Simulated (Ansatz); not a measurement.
**As: changing the strain (εxx = s, εyy = s)**

```xyz
2
Lattice="1.8808 1.0859 3.5141 -1.8808 1.0859 3.5141 0.0000 -2.1718 3.5141" Properties=species:S:1:pos:R:3 pbc="T T T"
As    0.0000    0.0000    2.3825
As    0.0000    0.0000    8.1597
```

Kept alike: task single point; functional PBEsol; k mesh 7 × 7 × 7; occupations fermi-dirac, width 0.05 eV; no spin polarisation. Program: Ansatz, Ansatz PAW, cutoff 420 eV. The mesh is that of the run's cell of 2 atoms. No spin-orbit coupling.

```csv
s,free energy over the lowest row (meV/atom)
-0.04,53.99
-0.02,?
-0.01,4.15
0,0.00
0.01,1.41
0.02,8.02
0.04,35.47
```

The cell shown is the unstrained one; x, y and z are its Cartesian axes; atoms keep their fractions. All rows use potentials made for PBE.

Question: Fit the rows shown and predict the run at -0.02.

Answer: A least-squares cubic through the rows shown is free energy = -62238 s³ + 27964.1 s² - 131.94 s - 0.014 (largest miss 0.015); at s = -0.02 it gives 14.31 meV/atom. The run gave: free energy over the lowest row 14.25 meV/atom.
